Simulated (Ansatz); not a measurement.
# Li (beta tin type): the cost of one run

Computed with Ansatz 0.2.0 (DFT PBE, with the methods named in each step, unless a step's input says otherwise).

**1. The starting structure**

It takes space group I4_1/amd (No. 141, tetragonal). Conventional cell: a = 5.317 Å, b = 5.317 Å, c = 2.876 Å, α = 90.00°, β = 90.00°, γ = 90.00°. Li (site symmetry -4m2) has 6 Li at 2.75 to 2.88 Å as nearest neighbours.

Structure file:

```xyz
2
Lattice="-2.6583 2.6583 1.4380 2.6583 -2.6583 1.4380 2.6583 2.6583 -1.4380" Properties=species:S:1:pos:R:3 pbc="T T T"
Li    0.0000   -1.3292   -0.3595
Li    0.0000    1.3292    0.3595
```

Whether this phase is the stable one at these pressures isn't tested.

Atoms are numbered in the order of the input: Li1, Li2.

**2. The reference volume, LAPW**

Contents of input.yaml:

```yaml
crystal:
  lattice:
    - [-2.6583283445, 2.6583283445, 1.4380301199]
    - [2.6583283445, -2.6583283445, 1.4380301199]
    - [2.6583283445, 2.6583283445, -1.4380301199]
  atoms:
    - { symbol: Li, position: [-0.375, -0.125, -0.25] }
    - { symbol: Li, position: [0.375, 0.125, 0.25] }
kpoints:
  mp_grid: { grid: [15, 15, 15] }
  band_path:
    path:
      - [0.0, 0.0, 0.0]
      - [0.0, 0.0, 0.5]
      - [-0.5, 0.5, 0.5]
      - [0.0, 0.0, 0.0]
      - [0.3231574787, 0.3231574787, -0.3231574787]
      - [-0.3231574787, 0.6768425213, 0.3231574787]
      - [-0.5, 0.5, 0.5]
      - [0.0, 0.0, 0.5]
      - [0.25, 0.25, 0.25]
    npoints: 14
scf:
  occupations: { method: fermi_dirac, width: 0.08 }
hamiltonian:
  xc: pbe
  pseudopotentials: { kind: all_electron, lapw: { basis_error: 0.001 } }
output:
  forces: true
  stress: true
  eigenvalues: true
  populations: true
  dos: { projected: true, de: 0.2, e_range: [-14, 8] }
```

Started as:

```
$ ansatz run input.yaml --threads 1 --pin off --max-ram 2048MiB --backend cpu --events-out ev --progress --plain --runs-dir out
```

Q: Estimate wall time and peak memory on 1 thread of Intel Xeon Platinum 8488C (Sapphire Rapids), shared host.

About 5.8 s, with a peak of 0.3 GiB.
